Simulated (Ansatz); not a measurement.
## Ionic part of the dielectric constant of KF, mode by mode

Theory: Ansatz, DFT PBE, scalar-relativistic, plane waves, PAW. Cutoff 420 eV, 8×8×8 k-points (Γ-centred), fixed occupations. No spin polarisation. Phonons by linear response, acoustic sum rule imposed.

It takes space group F-43m (No. 216, cubic). The conventional cell has a = 5.952 Å, b = 5.952 Å, c = 5.952 Å, α = 90.00°, β = 90.00°, γ = 90.00°. K (site symmetry -43m) is surrounded by 4 F at 2.58 Å. F (site symmetry -43m) is surrounded by 4 K at 2.58 Å.

The cell is the ideal cubic zincblende prototype; this isn't the usual structure of the compound.

The primitive cell has V = 52.70 Å³ and ε∞,yy = 1.726. Each polar mode adds Δε = (4.92064×10⁷/V)·S/ν² along y, with S its oscillator strength in e²/amu, ν in cm⁻¹ and V in Å³.

Question: From these modes, find each Δε and ε0,yy.
```csv
ν (cm⁻¹),S_yy (e²/amu)
199.2,0.09067
```

Answer:
```tsv
ν (cm⁻¹)	Δε
199.2	2.13
```

The sum is 2.133, so ε0,yy = 3.86; the run's tensor has 3.86.

Question: Where do the longitudinal modes lie for a wave vector along y?

Answer: At 298 cm⁻¹. The Lyddane–Sachs–Teller product Π(ν_LO/ν_TO)² = 2.24 matches ε0/ε∞ = 2.24.

Cost: 1 run of about 0.76 core-minutes, on Arm Neoverse N1 (shared hosts).